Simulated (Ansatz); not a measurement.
## Barriers and T(E) in Si/Y

Wanted: barrier heights, local density of states and T(E) for Si/Y. The semiconductor is Si diamond(111), undoped, with its far face capped by hydrogen, and the metal is Y hcp(0001), in direct contact. After relaxation the nearest pair at the metal is Y–Si at 2.90 Å, along the normal. The common net has a side of 3.868 Å, which strains the semiconductor by +0.0 % and the metal by +5.7 %, against typed lattice constants near PBE's. The first steps treat the bulk crystals alone.

Program: Ansatz 0.2.0. Level of theory: PBE DFT, plane waves, PAW files, in the first sound run; inputs show where later runs differ. Results are calculated unless marked as measured.

### 1. Set-up

Symmetry: Fd-3m, No. 227, cubic system. The conventional cell has a = 5.470 Å, b = 5.470 Å, c = 5.470 Å, α = 90.00°, β = 90.00°, γ = 90.00°. Nearest to Si lie 4 Si at 2.37 Å.

### 2. Layer spacing of the electrode, 6 atoms, electrode Si diamond(111)

The electrode is held to the junction's net and relaxed along the normal; its spacing is used for the ideal lead layers.

input.yaml reads:

```yaml
crystal:
  lattice:
    - [3.868, 0.0, 0.0]
    - [-1.934, 3.3497862618, 0.0]
    - [0.0, 0.0, 9.474102032]
  atoms:
    - { symbol: Si, position: [0.0, 0.0, 0.0] }
    - { symbol: Si, position: [0.0, 0.0, 0.25] }
    - { symbol: Si, position: [0.3333333333, 0.6666666667, 0.3333333333] }
    - { symbol: Si, position: [0.3333333333, 0.6666666667, 0.5833333333] }
    - { symbol: Si, position: [0.6666666667, 0.3333333333, 0.6666666667] }
    - { symbol: Si, position: [0.6666666667, 0.3333333333, 0.9166666667] }
kpoints:
  mp_grid: { grid: [12, 12, 3] }
scf:
  occupations: { method: fermi_dirac, width: 0.1 }
  max_iter: 150
hamiltonian:
  xc: pbe
relax:
  f_tol: 0.01
  max_steps: 40
  cell: { fix: [a, b, angles] }
```

The run is started by

```
$ ansatz run input.yaml --threads 8 --pin off --max-ram 24576MiB --backend cpu --events-out ev --progress --plain --runs-dir out
```

Numbers of over 12 decimals in the logs are rounded to 6 here.

Log:

```text
Engine: ansatz 0.2.0, aarch64-unknown-linux-gnu
Pseudopotentials: kind: paw
Pseudopotential: Si, paw, valence charge 4, recommended cutoff 420 eV (normal), Si.paw.azcp
Functional definition: PBE
  parameter kappa = 0.804
  parameter beta = 0.066725
  exchange = pbe_x(kappa = kappa, mu = beta*pi^2/3)
  correlation = pbe_c(beta = beta)
Crystal: 6 atoms, lattice volume = 122.756 Å³
Basis set: ecut = 420 eV, 2431 PW (Γ), exchange–correlation on 54×54×128 points (8 copies of the dense FFT grid, shifted against one another)
Bands: 18, of which v1, the nominal top of the filled ones, is band 12 counted from 1 (11 counted from 0)
Symmetry: 36 space group operations
Space group: R-3m (ITA 166), of the structure as read, at distance tolerance 5.0e-5 Å
k-points: 50 of 432
Non-local potential: Si, projectors of the file, l = 0: 2, l = 1: 2, l = 2: 2
PAW form: soft (Blöchl's): semilocal exchange-correlation on the pseudo side does not see the compensation charge
PAW one-centre angular grid: Si, 110 points (default); XC on 64 Gauss nodes
Initial density: superposition of atomic densities (neutral atoms: chi_scale 0, normalization atom), corrected by the library's trained network
Initial wavefunctions: pseudopotential atomic-orbital guess
Functional: x = pbe(κ = 0.804, μ = 0.219515), c = pbe(β = 0.066725)
SCF iter   1: F=—  HF=-3814.860064 eV  |F-HF|=—  |Δ(HF+E_count)|=         —  Δρ=1.29e-3  dr2=1.36e-3  ethr=1.77e-3  ⟨swp⟩=6.6  Hψ=5602  notcnv=0
preconditioner: auto → Resta (q_TF=auto, 2.079 Å⁻¹)  ε∞=5.4  [insulator: Δε(μ)=0.737 eV  Ē_g=7.830 eV  σ=0.100 eV  W_gap=0.95  n_scr=24 (ndim 8)  ℏωp=16.4 eV  f_vac=0.000  D(μ)=0.04/eV (n_scr^D=0)  ε∞_Penn≈5.4]
SCF iter   2: F=—  HF=-3814.861012 eV  |F-HF|=—  |Δ(HF+E_count)|=   9.48e-4  Δρ=6.96e-4  dr2=4.14e-4  ethr=5.68e-6  ⟨swp⟩=2.3  Hψ=1814  notcnv=0
SCF iter   3: F=—  HF=-3814.861168 eV  |F-HF|=—  |Δ(HF+E_count)|=   1.56e-4  Δρ=8.37e-5  dr2=1.12e-5  ethr=1.73e-6  ⟨swp⟩=2.0  Hψ=1500  notcnv=0
SCF iter   4: F=—  HF=-3814.861179 eV  |F-HF|=—  |Δ(HF+E_count)|=   1.05e-5  Δρ=2.15e-5  dr2=9.43e-7  ethr=4.66e-8  ⟨swp⟩=2.0  Hψ=1500  notcnv=0
iter 5 did not close the SCF: its close was put off for the readings that it lacked (scf_convergence_deferred on its scf_iter line)
SCF iter   5: F=-3814.861179 eV  HF=-3814.861179 eV  |F-HF|=2.62e-8  |Δ(HF+E_count)|=   9.27e-7  Δρ=4.84e-6  dr2=1.59e-8  ethr=3.93e-9  ⟨swp⟩=2.0  Hψ=1496  notcnv=0
SCF iter   6: F=-3814.861179 eV  HF=-3814.861179 eV  |F-HF|=8.64e-11  |Δ(HF+E_count)|=   3.07e-8  Δρ=1.61e-6  dr2=2.12e-9  ethr=6.62e-11  ⟨swp⟩=2.1  Hψ=3021  notcnv=0
SCF 1 converged in 6 iterations: F = -3814.861179 eV  dr2 = 2.12e-9
  greatest PAW one-centre occupation: 0.633 electrons in one spin orbital (limit 2), on the Si atom at site 5 (counted from 0), in its partial waves of l = 0
relax step   1: F+E_penalty+E_count = -3814.86117947 eV  Δ(F+E_penalty+E_count) = +0.000e0 eV  max|allowed force component| = 7.205e-4 eV/Å  Δτ_max = 0.0000 Å  P = +0.003 GPa  Ω = 122.756 Å³  fix = [a, b, alpha, beta, gamma]  reactions: a +0.005, b +0.005 GPa  (6 SCF iters, dr2 threshold 1.00e-7 eV, accepted)
Initial density: handed on by an earlier stage of this run
Initial wavefunctions: pseudopotential atomic-orbital guess (no wavefunctions were taken with the density)
iter 1 solved again at ethr=5.58e-8 eV; its pass at ethr=3.10e-3 eV (dr2=1.34e-5 eV) is discarded
SCF iter   1: F=—  HF=-3814.861178 eV  |F-HF|=—  |Δ(HF+E_count)|=         —  Δρ=1.44e-6  dr2=1.24e-9  ethr=5.58e-8  ⟨swp⟩=3.2  Hψ=8277  notcnv=0
eigensolver tolerance schedule: the retry pair's looser diagonalisation over-reported the residual by 10795.03 of it (diagonalisation noise at 0.24 of the residual, at the tolerance the schedule requests for it); recorded, not acted on — ethr = c·dr2/N_el stays at c = 1.0e-1
preconditioner: auto → Resta (q_TF=auto, 2.079 Å⁻¹)  ε∞=5.4  [insulator: Δε(μ)=0.739 eV  Ē_g=7.831 eV  σ=0.100 eV  W_gap=0.95  n_scr=24 (ndim 8)  ℏωp=16.4 eV  f_vac=0.000  D(μ)=0.04/eV (n_scr^D=0)  ε∞_Penn≈5.4]
SCF iter   2: F=—  HF=-3814.861179 eV  |F-HF|=—  |Δ(HF+E_count)|=   1.73e-6  Δρ=1.12e-6  dr2=1.09e-9  ethr=5.17e-12  ⟨swp⟩=3.2  Hψ=2074  notcnv=0
SCF iter   3: F=—  HF=-3814.861179 eV  |F-HF|=—  |Δ(HF+E_count)|=  1.06e-10  Δρ=4.08e-7  dr2=1.47e-10  ethr=4.54e-12  ⟨swp⟩=2.0  Hψ=1247  notcnv=0
SCF iter   4: F=-3814.861179 eV  HF=-3814.861179 eV  |F-HF|=1.36e-12  |Δ(HF+E_count)|=  3.59e-11  Δρ=1.71e-8  dr2=1.73e-13  ethr=1.00e-12  ⟨swp⟩=4.0  Hψ=2907  notcnv=0
SCF 2 converged in 4 iterations: F = -3814.861179 eV  dr2 = 1.73e-13
relax step   2: F+E_penalty+E_count = -3814.86117947 eV  Δ(F+E_penalty+E_count) = -2.924e-10 eV  max|allowed force component| = 7.204e-4 eV/Å  Δτ_max = 0.0000 Å  P = +0.003 GPa  Ω = 122.756 Å³  fix = [a, b, alpha, beta, gamma]  reactions: a +0.005, b +0.005 GPa  stress off target by 1.20e-3 GPa on what of the cell is left free  SCF on the basis re-selected at this cell (its energy is not comparable with the rows above)  (4 SCF iters)
basis re-selected at this cell: Δ(F+E_penalty+E_count) = -2.924e-10 eV, ΔP = +0.000 GPa vs the last step (what re-selecting the basis moved, of the pressure what is left beyond the Pulay correction that the steps carried, after the strain that the cell walked since its last selection, with what the two solves' SCF thresholds leave and, on support functions, any second-order correction that the steps lacked; it is no  [...]
SCF converged after 4 iterations
Free energy (F): -3814.861179 eV
Harris-Foulkes:  -3814.861179 eV  (|F-HF|=1.36e-12)
Internal energy: -3814.858964 eV  (E = F + TS)
E sigma→0 (E₀):  -3814.860071 eV
Entropy (-TS):   -0.002216 eV (-0.369 meV/atom)
Fermi energy:    6.322458 eV
--- Per-component energies (eV) ---
  E_band       = 24.043848
  E_kinetic    = 240.400167
  E_local      = -168.417913  (includes V_loc(G=0)·N_el)
  E_nonlocal   = 155.251767
  E_hartree    = 45.515315
  E_xc         = -330.364243
  E_vxc        = -279.456073  (∫ρ·V_xc dr)
  E_paw        = -3076.584018  (= ΣΔE_a)
  E_vpaw       = -14.764767  (= ΣTr[D̂ρ^β])
  E_aug_tail   = 0.000038  (compensation charges beyond the density's cutoff)
  E_ewald      = -680.660077
  E_smearing   = -0.002216  (= −TS)
  E_closure    = 0.000000  (closes the sum)
  Σ components = -3814.861179   (vs F -3814.861179, Δ=0.00e0)
--- Forces (eV/Å), atoms counted from 1 ---
  atom   1  Si    -0.00000000     0.00000000    -0.00072036
  atom   2  Si     0.00000000    -0.00000000     0.00072036
  atom   3  Si     0.00000000     0.00000000    -0.00072036
  atom   4  Si     0.00000000    -0.00000000     0.00072036
  atom   5  Si    -0.00000000     0.00000000    -0.00072036
  atom   6  Si    -0.00000000    -0.00000000     0.00072036
  max |Σ_I F_I| component: 3.70e-17 eV/Å
--- Stress (GPa, compression-positive) ---
        0.004993      -0.000000       0.000000
        0.000000       0.004993       0.000000
        0.000000      -0.000000      -0.001198
  P = ⅓ Tr σ = 0.0029 GPa (0.029 kbar)
--- Relaxed structure (1 steps of the walk, 1 accepted, 1 SCFs on fresh bases) ---
  F+E_penalty+E_count = -3814.86117947 eV   max|allowed force component| = 7.204e-4 eV/Å   (the final SCF, on the basis selected at the relaxed cell)
  cell:  # Å, volume = 122.7557 Å³
    - [3.868000, 0.0, 0.0]
    - [-1.934000, 3.349786, 0.0]
    - [0.0, 0.0, 9.474102032]
  atoms:
    - { symbol: Si, position: [0.0, 0.0, 0.0] }
    - { symbol: Si, position: [0.0, 0.0, 0.250000] }
    - { symbol: Si, position: [0.333333, 0.666667, 0.333333] }
    - { symbol: Si, position: [0.333333, 0.666667, 0.583333] }
    - { symbol: Si, position: [0.666667, 0.333333, 0.666667] }
    - { symbol: Si, position: [0.666667, 0.333333, 0.916667] }
```

Wall time 1.8 s (8 threads of Arm Neoverse V2, shared host); peak memory 0.52 GiB; 12 s of CPU time.

Little changed from the start: no atom moved by 0.005 Å and no cell edge by 0.1 %.

This step gave:

```
free energy  : -3814.8612 eV
Fermi energy : 6.322 eV
pressure     : 0.002930 GPa
```

### 3. The strained electrode, 2 atoms, electrode Y hcp(0001)

System of this step: Y. The structure is hexagonal, space group P6_3/mmc (No. 194). The conventional cell has a = 3.868 Å, b = 3.868 Å, c = 5.444 Å, α = 90.00°, β = 90.00°, γ = 120.00°. Nearest to Y lie 12 Y at 3.52 to 3.87 Å.

The electrode is held to the junction's net and relaxed along the normal; its spacing is used for the ideal lead layers.

input.yaml, the sections that differ from step 2:

```yaml
crystal:
  lattice:
    - [3.868, 0.0, 0.0]
    - [-1.934, 3.3497862618, 0.0]
    - [0.0, 0.0, 5.4444393443]
  atoms:
    - { symbol: "Y", position: [0.0, 0.0, 0.0] }
    - { symbol: "Y", position: [0.3333333333, 0.6666666667, 0.5] }
kpoints:
  mp_grid: { grid: [12, 12, 6] }
# scf, hamiltonian, relax: as in step 2
```

Log:

```text
[...]
Crystal: 2 atoms, lattice volume = 70.543 Å³
Basis set: ecut = 420 eV, 1375 PW (Γ), exchange–correlation on 54×54×80 points (8 copies of the dense FFT grid, shifted against one another)
Bands: 15, of which v1, the nominal top of the filled ones, is band 11 counted from 1 (10 counted from 0)
Symmetry: 24 space group operations
[...]
k-points: 76 of 864
[...]
SCF iter   1: F=—  HF=-7697.279792 eV  |F-HF|=—  |Δ(HF+E_count)|=         —  Δρ=1.70e-3  dr2=1.88e-3  ethr=1.77e-3  ⟨swp⟩=4.3  Hψ=4995  notcnv=0
[...]
SCF iter   6: F=-7697.280647 eV  HF=-7697.280647 eV  |F-HF|=7.63e-9  |Δ(HF+E_count)|=   5.05e-9  Δρ=4.45e-6  dr2=1.20e-8  ethr=3.74e-10  ⟨swp⟩=2.0  Hψ=4236  notcnv=0
SCF 1 converged in 6 iterations: F = -7697.280647 eV  dr2 = 1.20e-8
[...]
relax step   1: F+E_penalty+E_count = -7697.28064744 eV  Δ(F+E_penalty+E_count) = +0.000e0 eV  max|allowed force component| = 4.163e-17 eV/Å  Δτ_max = 0.0000 Å  P = -2.390 GPa  Ω = 70.543 Å³  fix = [a, b, alpha, beta, gamma]  reactions: a -4.145, b -4.145 GPa  (6 SCF iters, dr2 threshold 1.00e-7 eV, accepted)
Crystal: 2 atoms, lattice volume = 71.458 Å³
Basis set: ecut = 420 eV, 1435 PW (Γ), exchange–correlation on 54×54×80 points (8 copies of the dense FFT grid, shifted against one another)
[...]
SCF iter   4: F=-7697.284467 eV  HF=-7697.284467 eV  |F-HF|=5.48e-10  |Δ(HF+E_count)|=   2.96e-8  Δρ=4.61e-6  dr2=1.49e-8  ethr=9.09e-10  ⟨swp⟩=4.0  Hψ=3794  notcnv=0
SCF 2 converged in 4 iterations: F = -7697.284467 eV  dr2 = 1.49e-8
relax step   2: F+E_penalty+E_count = -7697.28446737 eV  Δ(F+E_penalty+E_count) = -3.820e-3 eV  max|allowed force component| = 7.633e-17 eV/Å  Δτ_max = 0.0000 Å  P = -2.812 GPa  Ω = 71.458 Å³  energy of the carried Pulay correction = -1.836e-5 eV  fix = [a, b, alpha, beta, gamma]  reactions: a -4.333, b -4.333 GPa  (4 SCF iters, dr2 threshold 2.00e-7 eV, accepted)
Crystal: 2 atoms, lattice volume = 71.694 Å³
[...]
SCF iter   3: F=-7697.284636 eV  HF=-7697.284636 eV  |F-HF|=2.23e-9  |Δ(HF+E_count)|=   3.86e-7  Δρ=5.95e-6  dr2=2.69e-8  ethr=6.03e-10  ⟨swp⟩=3.0  Hψ=4394  notcnv=0
SCF 3 converged in 3 iterations: F = -7697.284636 eV  dr2 = 2.69e-8
relax step   3: F+E_penalty+E_count = -7697.28463638 eV  Δ(F+E_penalty+E_count) = -1.690e-4 eV  max|allowed force component| = 6.245e-17 eV/Å  Δτ_max = 0.0000 Å  P = -2.917 GPa  Ω = 71.694 Å³  energy of the carried Pulay correction = -2.305e-5 eV  fix = [a, b, alpha, beta, gamma]  reactions: a -4.378, b -4.378 GPa  (3 SCF iters, dr2 threshold 1.33e-7 eV, accepted)
[...]
SCF iter   4: F=-7697.284659 eV  HF=-7697.284659 eV  |F-HF|=1.13e-10  |Δ(HF+E_count)|=  7.86e-10  Δρ=2.97e-7  dr2=1.84e-11  ethr=1.00e-12  ⟨swp⟩=4.6  Hψ=5274  notcnv=0
SCF 4 converged in 4 iterations: F = -7697.284659 eV  dr2 = 1.84e-11
relax step   4: F+E_penalty+E_count = -7697.28465938 eV  Δ(F+E_penalty+E_count) = -2.300e-5 eV  max|allowed force component| = 6.708e-17 eV/Å  Δτ_max = 0.0000 Å  P = -2.917 GPa  Ω = 71.694 Å³  fix = [a, b, alpha, beta, gamma]  reactions: a -4.378, b -4.378 GPa  stress off target by 5.08e-3 GPa on what of the cell is left free  SCF on the basis re-selected at this cell (its energy is not comparable with the rows above)  (4 SCF iters)
[...]
SCF converged after 4 iterations
Free energy (F): -7697.284659 eV
[...]
Internal energy: -7697.165529 eV  (E = F + TS)
E sigma→0 (E₀):  -7697.225094 eV
Entropy (-TS):   -0.119130 eV (-59.565 meV/atom)
Fermi energy:    8.349985 eV
[...]
--- Stress (GPa, compression-positive) ---
       -4.378474       0.000000      -0.000000
        0.000000      -4.378474      -0.000000
       -0.000000      -0.000000       0.005076
  P = ⅓ Tr σ = -2.9173 GPa (-29.173 kbar)
--- Relaxed structure (3 steps of the walk, 3 accepted, 1 SCFs on fresh bases) ---
[...]
cell:  # Å, volume = 71.6941 Å³
    - [3.868000, 0, 0]
    - [-1.934000, 3.349786, 0]
    - [0, 0, 5.533245]
  atoms:
    - { symbol: Y, position: [9.25185853962003e-18, -5.08852219630634e-17, 0] }
    - { symbol: Y, position: [0.333333, 0.666667, 0.5] }
```

Wall time 2 s (8 threads); peak memory 0.43 GiB; 13 s of CPU time.

The steps of the relaxation:

| step | energy less that of the first step (eV) | largest force component (eV/Å) | pressure (GPa) | volume (Å³) |
| --- | --- | --- | --- | --- |
| 1 | 0.0000 | 0.0000 | -2.39 | 70.54 |
| 2 | -0.0038 | 0.0000 | -2.81 | 71.46 |
| 3 | -0.0040 | 0.0000 | -2.92 | 71.69 |
| 4* | -0.0040 | 0.0000 | -2.92 | 71.69 |

Relaxation steps marked * repeat the geometry before them on a plane-wave basis chosen anew for their cell, so energy and pressure can jump there.

Forces are held to the 24 operations that the run works with; a distortion that breaks them can't arise in this run.

```csv
"conventional cell, symmetrised",before,after,change
a (Å),3.868,3.868,-0.0 %
b (Å),3.868,3.868,-0.0 %
c (Å),5.444,5.533,+1.6 %
volume (Å³/atom),35.27,35.85,+1.6 %
```

The relaxed structure:

```xyz
2
Lattice="3.8680 0.0000 0.0000 -1.9340 3.3498 0.0000 0.0000 0.0000 5.5332" Properties=species:S:1:pos:R:3 pbc="T T T"
Y     0.0000    0.0000    0.0000
Y     0.0000    2.2332    2.7666
```

This step gave:

```
free energy  : -7697.2847 eV
Fermi energy : 8.350 eV
pressure     : -2.917 GPa
```

(Part 1 of 5 ends here.)

[Logs are printed without paths, hosts, clocks, repeated set-up lines and the standing remarks that a program may print on its own settings, such as how far it seeks lower states.]

[Hosts, paths, dates, database ids (printed as entryN), source tags and the programs' standing remarks are cut or masked in the printed files.]
